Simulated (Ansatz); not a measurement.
**Density of states of AgBr**

Space group Fm-3m (No. 225). a = 5.772 Å, b = 5.772 Å, c = 5.772 Å, α = 90.00°, β = 90.00°, γ = 90.00°
```json
{"atom": "Ag", "site": "4b", "symmetry": "m-3m", "x": "0.5000", "y": "0.0000", "z": "0.0000"}
{"atom": "Br", "site": "4a", "symmetry": "m-3m", "x": "0.0000", "y": "0.0000", "z": "0.0000"}
```

The runs use the primitive cell with vectors (0.000, 2.886, 2.886), (2.886, 0.000, 2.886), (2.886, 2.886, 0.000) Å, to which the k mesh refers.

The cell is COD entry 9011682, as deposited and not checked against the literature; nothing was relaxed.

The calculation used DFT, PBEsol, all-electron LAPW, scalar-relativistic (Ansatz 0.2.0).

Settings: a Γ-centred 7×7×7 k mesh, Fermi–Dirac smearing of 0.02 eV, basis error target 0.5 meV/atom, no spin polarisation.

States per eV and cell, averaged over 0.6 eV, from -5.1 to 3.7 eV, with energies (bin centres) from the valence-band top; empty bins are left out. The partial columns, the largest 4 alone, are projections on Löwdin-orthogonalised atomic shells (those that the program's projection atoms carry: the occupied ones and, for some elements, an empty d or f shell; other empty shells have no column), summed over atoms of an element. Weights on diffuse s and p shells depend on that basis and aren't pure angular character.

| E (eV) | total | Ag 4d | Br 4p | Ag 5s | Br 4s |
| --- | --- | --- | --- | --- | --- |
| -4.9 | 1.03 | 0.19 | 0.65 | 0.19 | 0.00 |
| -4.3 | 2.22 | 0.52 | 1.44 | 0.24 | 0.01 |
| -3.7 | 5.43 | 2.64 | 2.71 | 0.04 | 0.01 |
| -3.1 | 1.33 | 0.79 | 0.53 | 0.01 | 0.00 |
| -2.5 | 6.73 | 6.52 | 0.18 | 0.01 | 0.01 |
| -1.9 | 4.90 | 3.60 | 1.07 | 0.17 | 0.04 |
| -1.3 | 2.32 | 1.12 | 1.10 | 0.06 | 0.02 |
| -0.7 | 1.91 | 0.84 | 1.01 | 0.03 | 0.01 |
| -0.1 | 0.79 | 0.33 | 0.45 | 0.00 | 0.00 |
| 1.1 | 0.01 | 0.00 | 0.00 | 0.01 | 0.00 |
| 1.7 | 0.08 | 0.00 | 0.01 | 0.06 | 0.01 |
| 2.3 | 0.30 | 0.00 | 0.04 | 0.22 | 0.02 |
| 2.9 | 0.61 | 0.01 | 0.11 | 0.42 | 0.03 |
| 3.5 | 1.05 | 0.01 | 0.20 | 0.65 | 0.03 |

Where is the centre of the filled Ag 4d states between -14 eV and the top of the filled states?

-2.53 eV from the valence-band top.
